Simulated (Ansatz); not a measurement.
Runs of Ansatz 0.2.0 on Si. Symmetry: P6/mmm, No. 191, hexagonal system. The conventional cell has a = 2.621 Å, b = 2.621 Å, c = 2.466 Å, α = 90.00°, β = 90.00°, γ = 120.00°. Si (site symmetry 6/mmm) has 8 Si at 2.47 to 2.62 Å as nearest neighbours. This isn't the form of Si at room conditions, which is diamond.

```csv
task,level,cell,cutoff (eV),gap on the mesh (eV),pressure (GPa),relaxed volume (Å³/atom)
relaxation of cell and atoms,PBE,relaxed,420,none,0.0,15.05
relaxation of cell and atoms,r2SCAN,relaxed,500,none,0.0,14.89
relaxation of cell and atoms,RPBE,relaxed,420,none,0.0,15.25
relaxation of cell and atoms,LDA,relaxed,420,none,0.0,(b)
single point,PBE,as given,420,none,3.1,-
relaxation of cell and atoms,PBEsol,relaxed,420,none,0.0,14.72
relaxation of cell and atoms,revPBE,relaxed,420,none,0.0,(a)
relaxation of cell and atoms,BLYP,relaxed,420,none,0.0,16.30
```

Alike in all rows: potentials or basis Ansatz PAW; no spin polarisation; k mesh 12 × 12 × 11; smearing fermi-dirac 0.05 eV.

**Question.** Fill in the values left out.

**Answer.** (a) 15.20; (b) 14.52.

Caveats: the plane-wave basis is chosen anew once the cell has moved, so the energies of steps on either side of that aren't comparable (some runs); the PAW data sets come from PBE, with cores solved anew for the run's functional, which leaves a small shift of forces and pressure (some runs).

A gap of «none» marks a metal or a gap under the smearing width.
